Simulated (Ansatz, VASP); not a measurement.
Two plane-wave programs on SiNi

```
Si Ni
1.0
     2.94277    0.00000    0.00000
     0.00000    3.28033    0.00000
     0.00000    0.00000    4.67745
Si Ni
2 2
Direct
  0.00000 0.00000 0.15686
  0.50000 0.50000 0.84314
  0.00000 0.00000 0.65750
  0.50000 0.50000 0.34250
```

Alike in both runs: task electric field gradients; functional PBEsol; k mesh 14 × 12 × 9; occupations fermi-dirac, width 0.05 eV; no spin polarisation.

|  | VASP | Ansatz |
| --- | --- | --- |
| version | VASP 6.6.1 | Ansatz 0.2.0 |
| potentials or method | VASP PAW PBE potentials, release 64 (Si, Ni) | PAW with Ansatz's default frozen-core files, scalar-relativistic |
| plane-wave cutoff (eV) | 520 | 420 |
| valence electrons in the cell | 28 | 44 |

VASP gave:

| Quantity | Value |
| --- | --- |
| pressure (GPa) | 0.4 |
| largest component of the traceless stress (GPa) | 0.60 |
| rms of the force components (eV/Å) | 0.043 |
| Vzz of the field gradient on the site that differs most (V/Å²) | -11.4 |

**Question.** Which values does Ansatz return?

**Answer.** Pressure (GPa): 0.1; largest component of the traceless stress (GPa): 0.73; rms of the force components (eV/Å): 0.042; Vzz of the field gradient on the site that differs most (V/Å²): 6.8.

Atom by atom the forces differ by 0.004 eV/Å (rms over components). The two sets of potentials don't hold the same shells in valence.

Caveats: the PAW data sets were made with another functional, which shifts forces and pressure a little (VASP). Spin polarisation is off, so any magnetic state and its effect on volume and gap are missing.
